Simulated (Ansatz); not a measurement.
**Zn in Ansatz: convergence with scf exx energy threshold**

Input of the first run (scf exx energy threshold 0.01); the others differ in this setting and in those tied to it:

File input.yaml:

```yaml
crystal:
  lattice:
    - [-1.59358157, 1.77661514, 1.74602158]
    - [1.50392065, -1.5066388, 1.38638431]
    - [1.54411154, 1.45716877, -1.47604523]
  atoms:
    - { symbol: Zn, position: [0.0, 0.0, 0.0] }
hamiltonian:
  xc: pbe0
  pseudopotentials: { kind: paw }
kpoints:
  mp_grid: { grid: [6, 6, 6] }
scf:
  occupations: { method: fermi_dirac, width: 0.05 }
  exx: { energy_threshold: 0.01 }
output:
  forces: true
  stress: true
  eigenvalues: true
```

Potentials or basis: Ansatz PAW.

Run with:

```bash
$ ansatz run input.yaml --threads 2 --pin off --max-ram 5632MiB --backend cpu --events-out ev --progress --plain --runs-dir out
```

Hardware: 2 threads of Arm Neoverse V1, with other jobs on the host.

```
scf exx energy threshold  energy less the tightest run, at zero smearing (meV/atom)  SCF cycles  CPU time (s)  peak memory (GiB)
                    0.01                                                       0.00          25            34               0.68
                   0.001                                                       0.00          23            34               0.68
                  0.0001                                                       0.00          23            33               0.68
                   1e-05                                                       0.00          23            34               0.68
                   1e-06                                                       0.00          23            34               0.68
                   1e-07                                                       0.00          24            34               0.68
```

Against the tightest run, the energy stays within 1 meV/atom from 0.01 on. The tightest run that finished is the yardstick and may itself not be fully converged.

Caveat, for the tightest run too: the k mesh is coarse (spacing up to 0.50 Å⁻¹), so the values aren't converged, least of all with exact exchange.
